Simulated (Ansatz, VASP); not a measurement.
Two plane-wave programs on TePt

File INCAR:

```
SYSTEM = TePt
  PREC = Accurate
  ENCUT = 520
  EDIFF = 1E-7
  ISMEAR = 0
  SIGMA = 0.05
  LREAL = .FALSE.
  LASPH = .TRUE.
  NELM = 150
  ALGO = Normal
  ISIF = 2
  LWAVE = .FALSE.
  LCHARG = .TRUE.
  ISPIN = 2
  MAGMOM = 0 0 0 0
  LORBIT = 11
  LMAXMIX = 4
  LDAU = .TRUE.
  LDAUTYPE = 2
  LDAUL = -1 2
  LDAUU = 0 1
  LDAUJ = 0 0
  LDAUPRINT = 1
  GGA = PS
  LELF = .TRUE.
  LVHAR = .TRUE.
  NBANDS = 28
```

Contents of KPOINTS:

```
regular mesh
0
G
  5 5 4
  0 0 0
```

The input POSCAR:

```
TePt
1.0
    4.1109992400      0.0000000000      0.0000000000
   -2.0554996200      3.5602297800      0.0000000000
    0.0000000000      0.0000000000      5.4459992500
Te Pt
2 2
Direct
    0.3333333333      0.6666666667      0.2500000000
    0.6666666667      0.3333333333      0.7500000000
    0.0000000000      0.0000000000      0.0000000000
    0.0000000000      0.0000000000      0.5000000000
```

Input for Ansatz:

```yaml
crystal:
  lattice:
    - [4.11099924, 0.0, 0.0]
    - [-2.05549962, 3.56022978, 0.0]
    - [0.0, 0.0, 5.44599925]
  atoms:
    - { symbol: Te, position: [0.3333333333, 0.6666666667, 0.25] }
    - { symbol: Te, position: [0.6666666667, 0.3333333333, 0.75] }
    - { symbol: Pt, position: [0.0, 0.0, 0.0], spin: 2.0 }
    - { symbol: Pt, position: [0.0, 0.0, 0.5], spin: -2.0 }
basis:
  ecutwfc: 420
  ecutrho_ratio: 4
kpoints:
  mp_grid: { grid: [5, 5, 4] }
hamiltonian:
  xc: pbesol
  hubbard:
    sites:
      - { site: 2, l: d, u_eff: 1.0, starting_ns: [{ spin: up, occupation_matrix: s2up }, { spin: down, occupation_matrix: s2down }] }
      - { site: 3, l: d, u_eff: 1.0, starting_ns: [{ spin: up, occupation_matrix: s3up }, { spin: down, occupation_matrix: s3down }] }
    occupation_matrices:
      s2up:
        matrix:
          - [0.97, 0.0, 0.0, 0.0, 0.0]
          - [0.0, 0.97, 0.0, 0.0, 0.0]
          - [0.0, 0.0, 0.97, 0.0, 0.0]
          - [0.0, 0.0, 0.0, 0.97, 0.0]
          - [0.0, 0.0, 0.0, 0.0, 0.97]
      s2down:
        matrix:
          - [0.02, 0.0, 0.0, 0.0, 0.0]
          - [0.0, 0.97, 0.0, 0.0, 0.0]
          - [0.0, 0.0, 0.73413, 0.0, -0.41042]
          - [0.0, 0.0, 0.0, 0.97, 0.0]
          - [0.0, 0.0, -0.41042, 0.0, 0.25587]
      s3up:
        matrix:
          - [0.73413, 0.0, 0.0, -0.41042, 0.0]
          - [0.0, 0.97, 0.0, 0.0, 0.0]
          - [0.0, 0.0, 0.25587, 0.0, 0.41042]
          - [-0.41042, 0.0, 0.0, 0.25587, 0.0]
          - [0.0, 0.0, 0.41042, 0.0, 0.73413]
      s3down:
        matrix:
          - [0.97, 0.0, 0.0, 0.0, 0.0]
          - [0.0, 0.97, 0.0, 0.0, 0.0]
          - [0.0, 0.0, 0.97, 0.0, 0.0]
          - [0.0, 0.0, 0.0, 0.97, 0.0]
          - [0.0, 0.0, 0.0, 0.0, 0.97]
    ns_hold: { iters: 12 }
scf:
  occupations: { method: gaussian, width: 0.05 }
  lower_state_search: "off"
  max_iter: 150
output:
  forces: true
  stress: true
  eigenvalues: true
  populations: true
  hubbard: { sites: [{ site: 2, l: d }, { site: 3, l: d }] }
magnetization:
  spin_polarized: true
```

Alike in both runs: task single point; functional PBEsol; k mesh 5 × 5 × 4; occupations gaussian, width 0.05 eV; collinear spin; Hubbard terms Pt d U = 1.0 eV.

|  | VASP | Ansatz |
| --- | --- | --- |
| version | VASP 6.6.1 | Ansatz 0.2.0 |
| potentials or method | VASP PAW PBE potentials, release 64 (Te, Pt) | scalar-relativistic, plane waves, PAW |
| plane-wave cutoff (eV) | 520 | 420 |
| valence electrons in the cell | 32 | 68 |

```tsv
	VASP	Ansatz	Ansatz less VASP
gap on the k mesh at the Fermi level (eV)	none	none	-
pressure (GPa)	9.7	11.0	+1.25
largest component of the traceless stress (GPa)	0.57	0.77	+0.199
net moment per atom (μB)	0.00	0.00	0.000
```

The programs project onto different local orbitals, so the same U acts differently. A gap of «none» marks a metal or a gap that the smearing closes. The two sets of potentials don't hold the same shells in valence. Ansatz warned: «filled_band_counts_differ_across_k_points».

Caveats: the PAW data sets were made with another functional, which shifts forces and pressure a little (VASP); the U is typed as a test and isn't derived for this compound. The runs have no spin-orbit coupling, so splittings on Pt, Te are missing. The state reached can hang on the start; a lower one may exist.
